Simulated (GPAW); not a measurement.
Crystal: GaAs.

```xyz
2
Lattice="0.0000 2.8268 2.8268 2.8268 0.0000 2.8268 2.8268 2.8268 0.0000" Properties=species:S:1:pos:R:3 pbc="T T T"
As    1.4134    1.4134    1.4134
Ga    0.0000    0.0000    0.0000
```

Base run:

```yaml
Program: GPAW 26.7.0
Functional: AM05
Potentials_or_basis: PAW data sets generated in the run's folder for this functional
Cutoff: 600 eV
Basis: pw
k_mesh: 8 × 8 × 8
Occupations: fermi-dirac, width 0.05 eV
Spin: spin-orbit coupling, no magnetisation
```

Its results: band gap on the k mesh 0.45 eV, direct; pressure 1.6 GPa.

The run is repeated on the same cell with these changes: functional from AM05 to PBE; spin from spin-orbit coupling, no magnetisation to no spin polarisation. What comes out?

Band gap on the k mesh 0.59 eV, direct; pressure 4.3 GPa.

Several settings changed at once, so the effect can't be laid on one alone.

Caveats: spin-orbit coupling was added after a scalar SCF, so levels and gaps hold it while energy, forces, pressure and moments don't (some runs); this program's spin-orbit splittings come out too wide for heavy elements (some runs).

Not every run made on this cell is shown here.
